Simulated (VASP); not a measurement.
Wanted: the native input for a VASP 6.6.1 run.

| Property | Result |
| --- | --- |
| Task | single point |
| Functional | PBE |
| Potentials or basis | VASP PAW PBE potentials, release 64 (Cs_sv, I) |
| Cutoff | 520 eV |
| k mesh | 6 × 6 × 6 |
| Occupations | fermi-dirac, width 0.05 eV |
| Spin | no spin polarisation |
| Dipole correction | no |
| Further INCAR settings | ALGO = Fast; EDIFF = 1e-06; NBANDS = 15 |

The structure of CsI lies in POSCAR:

```
CsI
1.0
    4.5360500832      0.0000000000      0.0000000000
    0.0000000000      4.5360500832      0.0000000000
    0.0000000000      0.0000000000      4.5360500832
Cs I
1 1
Direct
    0.0000000000      0.0000000000      0.0000000000
    0.5000000000      0.5000000000      0.5000000000
```

The cell isn't the ideal one: volume scaled by 0.98.

The input as run:

INCAR

```
PREC = Accurate
ENCUT = 520
EDIFF = 1E-6
ISMEAR = -1
SIGMA = 0.05
LREAL = False
LASPH = True
NELM = 100
ALGO = Fast
ISIF = 2
LWAVE = False
LCHARG = True
GGA = PE
LELF = True
LVHAR = True
NBANDS = 15
```

KPOINTS

```
regular mesh
0
Gamma
  6 6 6
```

Potentials or basis: VASP PAW PBE potentials, release 64 (Cs_sv, I).

The run is started by

```console
$ cat potpaw_PBE.64/Cs_sv/POTCAR potpaw_PBE.64/I/POTCAR > POTCAR
$ mpirun -np 1 vasp_std > vasp.out
```

It gave:

The pressure is 1.1 GPa. The band gap on the k mesh is 3.94 eV, indirect (least direct gap 4.03 eV).

Caveat: spin-orbit coupling is left out, which moves the levels of the heavy elements.

Run time: 14 s on 1 thread of Intel(R) Xeon(R) Platinum 8559C (Emerald Rapids), on a shared host, peak memory 0.2 GiB.
